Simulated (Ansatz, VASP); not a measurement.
# AlN in VASP and in Ansatz

```
Al N
1.0
     3.08862    0.00000    0.00000
    -1.54431    2.67482    0.00000
     0.00000    0.00000    5.33910
Al N
2 2
Direct
  0.33333 0.66667 0.00604
  0.66667 0.33333 0.50604
  0.33333 0.66667 0.37896
  0.66667 0.33333 0.87896
```

Alike in both runs: functional LDA; k mesh 9 × 9 × 6; occupations gaussian, width 0.05 eV; no spin polarisation.

Ansatz relaxed the structure, and its values are those at the end. VASP's run is a single point on that final structure, the one shown.

|  | VASP | Ansatz |
| --- | --- | --- |
| version | VASP 6.6.1 | Ansatz 0.2.0 |
| potentials or method | VASP PAW LDA potentials, release 64 (Al, N) | scalar-relativistic, plane waves, PAW |
| plane-wave cutoff (eV) | 520 | 520 |
| valence electrons in the cell | 16 | 16 |

```tsv
	VASP	Ansatz	Ansatz less VASP
gap on the k mesh at the Fermi level (eV)	3.57	3.57	-0.003
least direct gap on the mesh (eV)	3.57	3.57	-0.003
pressure (GPa)	-12.7	-13.1	-0.43
rms of the force components (eV/Å)	0.007	0.002	-0.0060
```

Ansatz warned: «pseudo_functional_mismatch».

Expect the measured gap to be larger: semilocal functionals such as LDA lack the derivative discontinuity.
